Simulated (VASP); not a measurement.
CaO under changes of volume

One of the cells (14.163 Å³/atom); the others are scaled copies at fixed shape and fractional positions:

```
CELL_PARAMETERS angstrom
0.00000 2.41947 2.41947
2.41947 0.00000 2.41947
2.41947 2.41947 0.00000
ATOMIC_POSITIONS crystal
Ca 0.00000 0.00000 0.00000
O 0.50000 0.50000 0.50000
```

The cell is a database's computed one.

```yaml
Program: VASP 6.6.1
Functional: PBEsol
Potentials_or_basis: VASP PAW PBE potentials, release 64 (Ca_sv, O)
Cutoff: 520 eV
k_mesh: 10 × 10 × 10
Occupations: fermi-dirac, width 0.05 eV
Spin: no spin polarisation
```

```csv
volume (Å³/atom),energy over the lowest point (meV/atom),pressure (GPa),gap on the mesh (eV)
13.052,?,?,?
13.330,2.62,2.6,3.51
13.608,0.00,0.1,3.52
14.163,6.69,-4.2,3.54
14.441,15.19,-6.0,3.55
14.719,26.64,-7.6,3.55
```

Task: What does the run at 13.052 Å³/atom give?

Result: Energy over the lowest point 9.83 meV/atom; pressure 5.4 GPa; gap on the mesh 3.50 eV.

Worked out: A Birch-Murnaghan fit of order 3 (a polynomial in V^(-2/3)) to the other rows has its minimum at 13.64 Å³/atom with B0 = V·E''(V) = 115 GPa and B' = 4.5. It gives 9.87 meV/atom at 13.052 Å³/atom, against the run's 9.83, and -dE/dV = 5.6 GPa, against 5.4. A straight line through the other rows of the gap, of slope 0.435 eV per unit of ln V, extrapolates to 3.50 eV, against the run's 3.50.

Energies are extrapolated to zero smearing.

Caveats: the PAW data sets were made with another functional, which shifts forces and pressure a little.

A mesh can miss the band edges.
